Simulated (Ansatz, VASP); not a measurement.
GePt in VASP and in Ansatz

INCAR

```
PREC = Accurate
ENCUT = 520
EDIFF = 1E-6
ISMEAR = 0
SIGMA = 0.1
LREAL = F
LASPH = T
NELM = 100
ALGO = Normal
ISIF = 2
LWAVE = F
LCHARG = F
GGA = PE
NBANDS = 19
```

File KPOINTS:

```
regular mesh
0
Gamma
  6 6 6
```

POSCAR

```
GePt
1.0
    0.0000000000      2.6268401000      2.6268401000
    2.6268401000      0.0000000000      2.6268401000
    2.6268401000      2.6268401000      0.0000000000
Ge Pt
1 1
Direct
    0.5000000000      0.5000000000      0.5000000000
    0.0000000000      0.0000000000      0.0000000000
```

Input for Ansatz:

```yaml
crystal:
  lattice:
    - [0.0, 2.6268401, 2.6268401]
    - [2.6268401, 0.0, 2.6268401]
    - [2.6268401, 2.6268401, 0.0]
  atoms:
    - { symbol: Ge, position: [0.5, 0.5, 0.5] }
    - { symbol: Pt, position: [0.0, 0.0, 0.0] }
basis:
  ecutwfc: 420
kpoints:
  mp_grid: { grid: [6, 6, 6] }
hamiltonian:
  xc: pbe
scf:
  occupations: { method: gaussian, width: 0.1 }
  lower_state_search: "off"
output:
  forces: true
  stress: true
  eigenvalues: true
```

Change from the starting cell: species swapped into the SmAs type (Fm-3m, No. 225).

Alike in both runs: task single point; functional PBE; k mesh 6 × 6 × 6; occupations gaussian, width 0.1 eV; no spin polarisation.

|  | VASP | Ansatz |
| --- | --- | --- |
| version | VASP 6.6.1 | Ansatz 0.2.0 |
| potentials or method | VASP PAW PBE potentials, release 64 (Ge_d, Pt) | scalar-relativistic, plane waves, PAW |
| plane-wave cutoff (eV) | 520 | 420 |
| valence electrons in the cell | 24 | 32 |

|  | VASP | Ansatz | Ansatz less VASP |
| --- | --- | --- | --- |
| gap on the k mesh at the Fermi level (eV) | none | none | - |
| pressure (GPa) | -3.3 | -3.2 | +0.03 |

A gap of «none» marks a metal or a gap that the smearing closes. The two sets of potentials don't hold the same shells in valence.

Spin-orbit coupling is left out, which matters for the levels of Pt.
